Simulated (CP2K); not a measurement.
CuO:

```
CELL_PARAMETERS angstrom
3.17550 0.00000 0.00000
0.00000 3.17550 0.00000
0.00000 0.00000 4.64953
ATOMIC_POSITIONS crystal
Cu 0.00000 0.00000 0.00000
Cu 0.50000 0.50000 0.00000
O 0.50000 0.00000 0.26700
O 0.00000 0.50000 0.73300
```

The cell was built by a generator and needn't be a form met in nature.

Program: CP2K 2026.2. Alike in all runs: task band structure; no spin polarisation; cell as given; k mesh 8 × 8 × 6.

Question: Order these runs on this cell by their pressure, lowest first.
A. level PBE; potentials or basis POTENTIAL_UZH Cu GTH-PBE-q11, O GTH-PBE-q6; TZVP-MOLOPT-PBE-GTH basis; smearing fermi-dirac 0.05 eV; NGRIDS 4; bands added on the path 6
B. level PBEsol; potentials or basis POTENTIAL_UZH Cu GTH-PBE-q11, O GTH-PBE-q6; TZVP-MOLOPT-PBE-GTH basis; smearing fermi-dirac 0.0259 eV; NGRIDS 5; bands added on the path 2
C. level LDA; potentials or basis GTH_POTENTIALS Cu GTH-PADE-q11, O GTH-PADE-q6; TZVP-MOLOPT-PBE-GTH basis; smearing fermi-dirac 0.05 eV; NGRIDS 4; bands added on the path 2

Answer: C (6.9 GPa), B (13.6 GPa), A (19.6 GPa).

Caveats: the basis of atomic orbitals isn't converged, which shifts pressures, moduli and gaps; the run has no spin polarisation, though such a crystal can be magnetic; so large a pressure means that the cell lies far from this level's equilibrium, or that cutoff or potentials fall short (some runs); the potentials were made for another functional, which shifts forces and pressure (some runs).
